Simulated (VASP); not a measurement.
Crystal: SiGe.

```
Ge Si
1.0
     3.90445    0.00000    0.00000
    -1.95223    3.38135    0.00000
     0.00000    0.00000    6.45078
Ge Si
2 2
Cartesian
  0.0000 2.2542 0.0025
  1.9522 1.1271 3.2279
  0.0000 2.2542 2.4165
  1.9522 1.1271 5.6419
```

The cell comes from a database or a generator and needn't be the stable form of this composition.

Base run:

```yaml
Program: VASP 6.6.1
Functional: TB-mBJ
Potentials_or_basis: VASP PAW PBE potentials, release 64 (Ge_d, Si)
Cutoff: 520 eV
k_mesh: 8 × 8 × 4
Occupations: gaussian, width 0.02 eV
Spin: no spin polarisation
```

Its results: band gap on the k mesh 1.05 eV, indirect (least direct gap 1.09 eV).

Q: The run is repeated on the same cell with these changes: functional from TB-mBJ to PBEsol. What comes out?

A: Band gap on the k mesh 0.35 eV, indirect (least direct gap 0.40 eV).
